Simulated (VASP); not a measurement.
Wanted: the native input for a VASP 6.6.1 run.

| Quantity | Value |
| --- | --- |
| Task | single point |
| Functional | PBE |
| Potentials or basis | VASP PAW PBE potentials, release 64 (Ga_d) |
| Cutoff | 520 eV |
| k mesh | 6 × 6 × 4 |
| Occupations | gaussian, width 0.05 eV |
| Spin | no spin polarisation |
| Dipole correction | no |
| Further INCAR settings | ALGO = Normal; EDIFF = 1e-06; NBANDS = 34 |

The structure of Ga lies in POSCAR:

```
Ga
1.0
    2.2891118197     -3.8587490482      0.0000000000
    2.2891118197      3.8587490482      0.0000000000
    0.0000000000      0.0000000000      4.5983959596
Ga
4
Direct
    0.3436660798      0.6563339202      0.5835543125
    0.6563339202      0.3436660798      0.4164456875
    0.8436660798      0.1563339202      0.9164456875
    0.1563339202      0.8436660798      0.0835543125
```

The input as run:

INCAR

```
SYSTEM = Ga
PREC = Accurate ; ENCUT = 520
EDIFF = 1E-6 ; ISMEAR = 0
SIGMA = 0.05 ; LREAL = .False.
LASPH = .True. ; NELM = 100
ALGO = Normal ; ISIF = 2
LWAVE = .False. ; LCHARG = .True.
GGA = PE ; LELF = .True.
LVHAR = .True. ; NBANDS = 34
```

KPOINTS

```
regular mesh
0
Gamma
  6 6 4
  0 0 0
```

Potentials or basis: VASP PAW PBE potentials, release 64 (Ga_d).

Launch:

```sh
$ cat potpaw_PBE.64/Ga_d/POTCAR > POTCAR
$ mpirun -np 1 vasp_std > vasp.out
```

It gave:

| Quantity | Value |
| --- | --- |
| Pressure | 0.1 GPa |
| Largest force | 0.005 eV/Å |
| Band gap on the k mesh | none (metal or under the smearing width) |

It took 83 s on 1 thread of Intel(R) Xeon(R) Platinum 8488C (Sapphire Rapids) (shared host), peak memory 0.23 GiB.
